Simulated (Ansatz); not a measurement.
# Relativistic treatment of NbN

```
CELL_PARAMETERS angstrom
0.00000 2.19450 2.19450
2.19450 0.00000 2.19450
2.19450 2.19450 0.00000
ATOMIC_POSITIONS crystal
Nb 0.50000 0.50000 0.50000
N 0.00000 0.00000 0.00000
```

Atoms are numbered in the order listed.

Conventional cell: a = 4.389 Å, b = 4.389 Å, c = 4.389 Å, α = 90.00°, β = 90.00°, γ = 90.00°. Nb (atom 1) is surrounded by 6 N at 2.19 Å. Around N (atom 2) lie 6 Nb at 2.19 Å.

The cell comes from COD entry 1538667, which wasn't checked; take it as a given geometry.

One fixed cell is solved with PBE by all-electron LAPW in Ansatz 0.2.0 under different relativistic treatments. Pressure is positive in compression.

Settings: a Γ-centred 13×13×13 k mesh, Fermi–Dirac smearing of 0.08 eV, basis error target 0.25 meV/atom, no spin polarisation.

```
                                             setting  P (GPa)
                                 scalar-relativistic     7.07
                                    non-relativistic        ?
                            with spin–orbit coupling     7.08
scalar-relativistic, inner shells corrected to Dirac     7.08
```

(1) Fill in "P (GPa)" for the row "non-relativistic".

Results:

(1) 10.35.
